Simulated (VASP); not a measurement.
# Cu (Fm-3m) in VASP: elastic constants with PBE

Aim: the elastic constants of Cu with PBE.

Program: VASP 6.6.1. These are calculated values, not measurements. Logs are shortened: lines on timing, memory, paths and dates and some standing lists are left out, and cuts for length are marked.

## Step 1: Starting point

It takes space group Fm-3m (No. 225, cubic). Conventional cell: a = 3.635 Å, b = 3.635 Å, c = 3.635 Å, α = 90.00°, β = 90.00°, γ = 90.00°. Around Cu (site symmetry m-3m) lie 12 Cu at 2.57 Å.

The cell was built by a generator and needn't be a form met in nature.

## Step 2: Elastic constants, PBE

POSCAR reads:

```
Cu
1.0
   -0.0000000000      1.8172923794      1.8172923794
    1.8172923794     -0.0000000000      1.8172923794
    1.8172923794      1.8172923794      0.0000000000
  Cu
     1
Direct
     0.0000000000000000    0.0000000000000000    0.0000000000000000
```

INCAR.step1 reads:

```
SYSTEM = Cu
PREC = Accurate
ENCUT = 600
EDIFF = 1E-8
ISMEAR = 1
SIGMA = 0.2
LREAL = .False.
LASPH = .True.
NELM = 60
ALGO = Normal
ISIF = 3
LWAVE = .False.
LCHARG = .False.
GGA = PE
KPAR = 8
IBRION = 2
NSW = 40
EDIFFG = -0.002
```

INCAR.step2 reads:

```
SYSTEM = Cu
PREC = Accurate
ENCUT = 600
EDIFF = 1E-8
ISMEAR = 1
SIGMA = 0.2
LREAL = .False.
LASPH = .True.
NELM = 60
ALGO = Normal
ISIF = 3
LWAVE = .False.
LCHARG = .False.
GGA = PE
KPAR = 8
IBRION = 6
NFREE = 2
POTIM = 0.015
NSW = 1
```

KPOINTS reads:

```
regular mesh
0
Gamma
  20 20 20
  0 0 0
```

Potentials or basis: VASP PAW PBE potentials, release 64 (Cu).

Launch:

```bash
$ cat potpaw_PBE.64/Cu/POTCAR > POTCAR
$ cp INCAR.step1 INCAR
$ mpirun -np 8 vasp_std > vasp.out
$ cp CONTCAR POSCAR
$ cp INCAR.step2 INCAR
$ mpirun -np 8 vasp_std > vasp.out
```

OUTCAR:

```text
SYSTEM = Cu
   PREC = Accurate
   ENCUT = 600
   EDIFF = 1E-8
   ISMEAR = 1
   LREAL = .False.
   LASPH = .True.
   NELM = 60
   ISIF = 3
   GGA = PE
   IBRION = 6
   NFREE = 2
   POTIM = 0.015
   NSW = 1

 ion  position               nearest neighbor table
   1  0.000  0.000  0.000-

  LATTYP: Found a face centered cubic cell.
 ALAT       =     3.6352491494

  Lattice vectors:

 A1 = (   0.0000000000,   1.8176245747,   1.8176245747)
 A2 = (   1.8176245747,   0.0000000000,   1.8176245747)
 A3 = (   1.8176245747,   1.8176245747,   0.0000000000)

Analysis of symmetry for initial positions (statically):
=====================================================================
 Subroutine PRICEL returns:
 Original cell was already a primitive cell.

 Routine SETGRP: Setting up the symmetry group for a
 face centered cubic supercell.

 Subroutine GETGRP returns: Found 48 space group operations
 (whereof 48 operations were pure point group operations)
 out of a pool of 48 trial point group operations.

The static configuration has the point symmetry O_h .

Analysis of symmetry for dynamics (positions and initial velocities):
=====================================================================
 Subroutine PRICEL returns:
 Original cell was already a primitive cell.

 Routine SETGRP: Setting up the symmetry group for a
 face centered cubic supercell.

 Subroutine GETGRP returns: Found 48 space group operations
 (whereof 48 operations were pure point group operations)
 out of a pool of 48 trial point group operations.

The dynamic configuration has the point symmetry O_h .

 Subroutine INISYM returns: Found 48 space group operations
 (whereof 48 operations are pure point group operations),
 and found     1 'primitive' translations

----------------------------------------------------------------------------------------

                                     Primitive cell

  volume of cell :      12.0100

  direct lattice vectors                    reciprocal lattice vectors
     0.000000000  1.817624575  1.817624575    -0.275084309  0.275084309  0.275084309
     1.817624575  0.000000000  1.817624575     0.275084309 -0.275084309  0.275084309
     1.817624575  1.817624575  0.000000000     0.275084309  0.275084309 -0.275084309

  length of vectors
     2.570509325  2.570509325  2.570509325     0.476459999  0.476459999  0.476459999

  position of ions in fractional coordinates (direct lattice)
     0.000000000  0.000000000  0.000000000

  ion indices of the primitive-cell ions
   primitive index   ion index
                 1           1

----------------------------------------------------------------------------------------

 KPOINTS: regular mesh

Automatic generation of k-mesh.
 Grid dimensions read from file:
 generate k-points for:   20   20   20

 Generating k-lattice:

  Cartesian coordinates                     Fractional coordinates (reciprocal lattice)
    -0.013754215  0.013754215  0.013754215     0.050000000  0.000000000  0.000000000
     0.013754215 -0.013754215  0.013754215     0.000000000  0.050000000  0.000000000
     0.013754215  0.013754215 -0.013754215     0.000000000  0.000000000  0.050000000

  Length of vectors
     0.023823000  0.023823000  0.023823000

  Shift w.r.t. Gamma in fractional coordinates (k-lattice)
     0.000000000  0.000000000  0.000000000

 Subroutine IBZKPT returns following result:
[... 97 lines left out ...]
  ---------------------------------------------------
  free energy    TOTEN  =        -3.72877992 eV

  energy without entropy =       -3.72885796  energy(sigma->0) =       -3.72880593

------------------------ aborting loop because EDIFF is reached ----------------------------------------

  FORCE on cell =-STRESS in cart. coord.  units (eV):
  Direction    XX          YY          ZZ          XY          YZ          ZX
  --------------------------------------------------------------------------------------
  -------------------------------------------------------------------------------------
  Total       -0.0018634     -0.0018634     -0.0018634      0.0000000     -0.0000000      0.0000000
  in kB       -0.2485869     -0.2485869     -0.2485869      0.0000000     -0.0000000      0.0000000
  external PRESSURE =      -0.2485869 kB  Pullay stress =       0.0000000 kB
[... 86 lines left out ...]
  FREE ENERGIE OF THE ION-ELECTRON SYSTEM (eV)
  ---------------------------------------------------
  free  energy   TOTEN  =        -3.7273076308 eV

  energy  without entropy=       -3.7273926095  energy(sigma->0) =       -3.72733596

[... ionic steps 4 to 12 ...]

--------------------------------------- Ionic step       13  -------------------------------------------

 number of electron      10.9999999 magnetization

------------------------ aborting loop because EDIFF is reached ----------------------------------------
[... 65 lines left out ...]
--------------------------------------- Ionic step       15  -------------------------------------------

 number of electron      10.9999999 magnetization

 Free energy of the ion-electron system (eV)
  ---------------------------------------------------
  ext. energy  EPLUGINS =         0.00000000
  ---------------------------------------------------
  free energy    TOTEN  =        -3.72878006 eV

  energy without entropy =       -3.72885809  energy(sigma->0) =       -3.72880607

 E-fermi :   7.3509     XC(G=0): -12.6286

 val. band max:        7.3332048068   @ k =   0.5000   0.2500   0.1000
 cond. band min:       7.3985174323   @ k =   0.5000   0.3500   0.1500
 fundamental gap:      0.0653126255
 Fermi energy:         7.3509295491

 k-point     1 :       0.0000    0.0000    0.0000
  band No.  band energies     occupation
      1      -1.8446      2.00000
      2       4.4060      2.00000
      3       4.4060      2.00000
      4       4.4060      2.00000
      5       5.2070      2.00000
      6       5.2070      2.00000
      7      29.8391      0.00000
      8      32.3541      0.00000
      9      32.3541      0.00000
[... 265 lines left out ...]
 k-point    24 :      -0.3500    0.0500    0.0000
  band No.  band energies     occupation
      1       1.9355      2.00000
      2       4.4320      2.00000
      3       4.4708      2.00000
      4       4.6074      2.00000
      5       5.5149      2.00000
      6       5.7920      2.00000
      7      14.5629      0.00000
      8      26.9804      0.00000
      9      29.3804      0.00000

 [... further k-points ...]

------------------------ aborting loop because EDIFF is reached ----------------------------------------

  FORCE on cell =-STRESS in cart. coord.  units (eV):
  Direction    XX          YY          ZZ          XY          YZ          ZX
  --------------------------------------------------------------------------------------
  -------------------------------------------------------------------------------------
  Total       -0.0018455     -0.0018455     -0.0018455      0.0000000      0.0000000     -0.0000000
  in kB       -0.2462004     -0.2462004     -0.2462004      0.0000000      0.0000000     -0.0000000
  external PRESSURE =      -0.2462004 kB  Pullay stress =       0.0000000 kB
[... 16 lines left out ...]
  FREE ENERGIE OF THE ION-ELECTRON SYSTEM (eV)
  ---------------------------------------------------
  free  energy   TOTEN  =        -3.7287800574 eV

  energy  without entropy=       -3.7288580943  energy(sigma->0) =       -3.72880607

 INTERNAL STRAIN TENSORS FROM STRAINED CELLS
 ============================================

 INTERNAL STRAIN TENSOR FOR ION    1 for displacements in x,y,z  (eV/Angst):
          X           Y           Z          XY          YZ          ZX
  --------------------------------------------------------------------------------
  x     0.00000    -0.00000    -0.00000    -0.00000     0.00000    -0.00000
  y     0.00000     0.00000     0.00000    -0.00000     0.00000     0.00000
  z    -0.00000     0.00000    -0.00000     0.00000    -0.00000     0.00000

 INTERNAL STRAIN TENSORS FROM DISPLACED ATOMS
 ============================================

 INTERNAL STRAIN TENSOR FOR ION    1 for displacements in x,y,z  (eV/Angst):
          X           Y           Z          XY          YZ          ZX
  --------------------------------------------------------------------------------
  x     0.00000     0.00000     0.00000     0.00000     0.00000     0.00000
  y     0.00000     0.00000     0.00000     0.00000     0.00000     0.00000
  z     0.00000     0.00000     0.00000     0.00000     0.00000     0.00000

 Eigenvectors and eigenvalues of the dynamical matrix
 ----------------------------------------------------

   1 f  =    0.000000 THz     0.000000 2PiTHz    0.000000 cm-1     0.000000 meV
             X         Y         Z           dx          dy          dz
      0.000000  0.000000  0.000000     0.707107   -0.707107    0.000000

   2 f  =    0.000000 THz     0.000000 2PiTHz    0.000000 cm-1     0.000000 meV
             X         Y         Z           dx          dy          dz
      0.000000  0.000000  0.000000    -0.707107   -0.707107    0.000000

   3 f  =    0.000000 THz     0.000000 2PiTHz    0.000000 cm-1     0.000000 meV
             X         Y         Z           dx          dy          dz
      0.000000  0.000000  0.000000     0.000000    0.000000    1.000000

--------------------------------------------------------------------------------------------------------

 ELASTIC MODULI CONTR FROM IONIC RELAXATION (kBar)
 Direction    XX          YY          ZZ          XY          YZ          ZX
 --------------------------------------------------------------------------------
 XX           0.0000      0.0000      0.0000      0.0000      0.0000      0.0000
 YY           0.0000      0.0000      0.0000      0.0000      0.0000      0.0000
 ZZ           0.0000      0.0000      0.0000      0.0000      0.0000      0.0000
 XY           0.0000      0.0000      0.0000      0.0000      0.0000      0.0000
 YZ           0.0000      0.0000      0.0000      0.0000      0.0000      0.0000
 ZX           0.0000      0.0000      0.0000      0.0000      0.0000      0.0000
 --------------------------------------------------------------------------------

 TOTAL ELASTIC MODULI (kBar)
 Direction    XX          YY          ZZ          XY          YZ          ZX
 --------------------------------------------------------------------------------
 XX        1746.9058   1182.9045   1182.9045      0.0000     -0.0000      0.0000
 YY        1182.9045   1746.9058   1182.9045      0.0000      0.0000      0.0000
 ZZ        1182.9045   1182.9045   1746.9058     -0.0000     -0.0000      0.0000
 XY           0.0000      0.0000     -0.0000    804.6171      0.0000      0.0000
 YZ          -0.0000      0.0000     -0.0000      0.0000    804.6171      0.0000
 ZX           0.0000      0.0000      0.0000      0.0000      0.0000    804.6171
 --------------------------------------------------------------------------------
```

It took 2.9 min on 8 MPI ranks of Intel Xeon 6975P-C (Granite Rapids), shared host; peak memory 0.61 GiB.

What came out:

```yaml
Relaxed_volume: 12.01 Å³/atom
Relaxed_cell: a = 2.571 Å, b = 2.571 Å, c = 2.571 Å, α = 60.00°, β = 60.00°, γ = 60.00°
Space_group_after_relaxing_to_0.05_Å: Fm-3m (No. 225)
Elastic_constants_C11_C12_C44: 175, 118, 80 GPa
Voigt_bulk_modulus: 137 GPa
```

Final structure:
```
Cu
1.0
     0.00000    1.81762    1.81762
     1.81762    0.00000    1.81762
     1.81762    1.81762    0.00000
Cu
1
Direct
  0.00000 0.00000 0.00000
```

Elastic tensor in Voigt notation (GPa, in the Cartesian axes of the cell as first typed):
```
175 118 118   0   0   0
118 175 118   0   0   0
118 118 175   0   0   0
  0   0   0  80   0   0
  0   0   0   0  80   0
  0   0   0   0   0  80
```

Clamped-ion elastic tensor (GPa):
```
175 118 118   0   0   0
118 175 118   0   0   0
118 118 175   0   0   0
  0   0   0  80   0   0
  0   0   0   0  80   0
  0   0   0   0   0  80
```
